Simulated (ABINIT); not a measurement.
Wanted: the native input for an ABINIT 10.8.3 (patched build) run.

```
Task                : single point
Functional          : BLYP
Potentials or basis : JTH PAW PBE v2.0
Cutoff              : 762 eV
k mesh              : 9 × 9 × 9
Occupations         : fermi-dirac, width 0.05 eV
Spin                : no spin polarisation
Fine-grid cutoff    : 1360.57 eV
```

The system is HfO2.

```
CELL_PARAMETERS angstrom
0.00000 2.55750 2.55750
2.55750 0.00000 2.55750
2.55750 2.55750 0.00000
ATOMIC_POSITIONS crystal
Hf 0.00000 0.00000 0.00000
O 0.75000 0.75000 0.75000
O 0.25000 0.25000 0.25000
```

Measurements of this composition are mostly on another form, of space group No. 14.

One way to write it, as run:

run.abi

```
pp_dirpath "./"
pseudos "Hf.GGA_PBE-JTH.xml, O.GGA_PBE-JTH.xml"

acell 6.8348581746 6.8348581746 6.8348581746
rprim
     0.0000000000     0.7071067812     0.7071067812
     0.7071067812     0.0000000000     0.7071067812
     0.7071067812     0.7071067812     0.0000000000
ntypat 2
znucl 72 8
natom 3
typat 1 2 2
xred
     0.0000000000     0.0000000000     0.0000000000
     0.7500000000     0.7500000000     0.7500000000
     0.2500000000     0.2500000000     0.2500000000

ecut 28.0
pawecutdg 50.0
pawxcdev 0

kptopt 1
ngkpt 9 9 9
nshiftk 1
shiftk 0.0 0.0 0.0

ixc -106131

nband 16
occopt 3
tsmear 0.00183747

nstep 100
tolvrs 1.0e-9

iomode 3
prtwf 0
prtden 0
prteig 0
prtebands 0
enunit 1
```

Potentials or basis: JTH PAW PBE v2.0.

Command:

```console
$ abinit run.abi > log 2>&1
```

Results of the run:

- Pressure: 0.4 GPa
- Band gap on the k mesh: 3.90 eV, indirect (least direct gap 4.02 eV)
- Valence electrons inside the program's atomic spheres: Hf 9.36; O 4.63

Caveat: the PAW data sets were made with another functional, which shifts forces and pressure a little; spin-orbit coupling is left out, which moves the levels of the heavy elements; an odd mesh through Γ misses points on the zone boundary, where band edges often lie.

It took 49 s on 1 thread of Intel(R) Xeon(R) 6975P-C (Granite Rapids) (shared host), peak memory 0.14 GiB.
